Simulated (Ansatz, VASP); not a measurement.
## Two plane-wave programs on Pt

Contents of INCAR:

```
PREC = Accurate
ENCUT = 520
EDIFF = 1E-6
ISMEAR = -1
SIGMA = 0.1
LREAL = F
LASPH = T
NELM = 80
ALGO = Normal
ISIF = 2
LWAVE = F
LCHARG = F
GGA = RE
NBANDS = 11
```

File KPOINTS:

```
Automatic mesh
0
Gamma
  13 13 13
```

File POSCAR:

```
Pt
1.0
    2.5654951508      0.0000000000      0.0000000000
    0.0000000000      2.5654951508      0.0000000000
    0.0000000000      0.0000000000      2.5654951508
Pt
1
Direct
    0.0000000000      0.0000000000      0.0000000000
```

Input for Ansatz:

```yaml
crystal:
  lattice:
    - [2.5654951508, 0.0, 0.0]
    - [0.0, 2.5654951508, 0.0]
    - [0.0, 0.0, 2.5654951508]
  atoms:
    - { symbol: Pt, position: [0.0, 0.0, 0.0] }
hamiltonian:
  xc: revpbe
  pseudopotentials:
    kind: paw
    azcp:
      Pt: "pseudopotentials/Pt.paw.azcp"
basis:
  ecutwfc: 420
  fft_grid_basis: typed
kpoints:
  mp_grid: { grid: [13, 13, 13], shift: [0, 0, 0] }
magnetization:
  spin_polarized: false
scf:
  occupations: { method: fermi_dirac, width: 0.1 }
  lower_state_search: "off"
output:
  stress: true
```

Alike in both runs: task single point; functional revPBE; k mesh 13 × 13 × 13; occupations fermi-dirac, width 0.1 eV; no spin polarisation.

|  | VASP | Ansatz |
| --- | --- | --- |
| version | VASP 6.6.1 | Ansatz 0.2.0 |
| potentials or method | VASP PAW PBE potentials, release 64 (Pt) | plane waves (420 eV) with PAW, scalar-relativistic |
| plane-wave cutoff (eV) | 520 | 420 |
| valence electrons in the cell | 10 | 18 |

```csv
,VASP,Ansatz,Ansatz less VASP
pressure (GPa),17.4,18.0,+0.63
```

The two sets of potentials don't hold the same shells in valence.

Caveats: so large a pressure means that the cell lies far from this level's equilibrium, or that cutoff or potentials fall short (VASP); the potentials were made for another functional, which shifts forces and pressure (VASP). Spin-orbit coupling is left out, which matters for the levels of Pt.
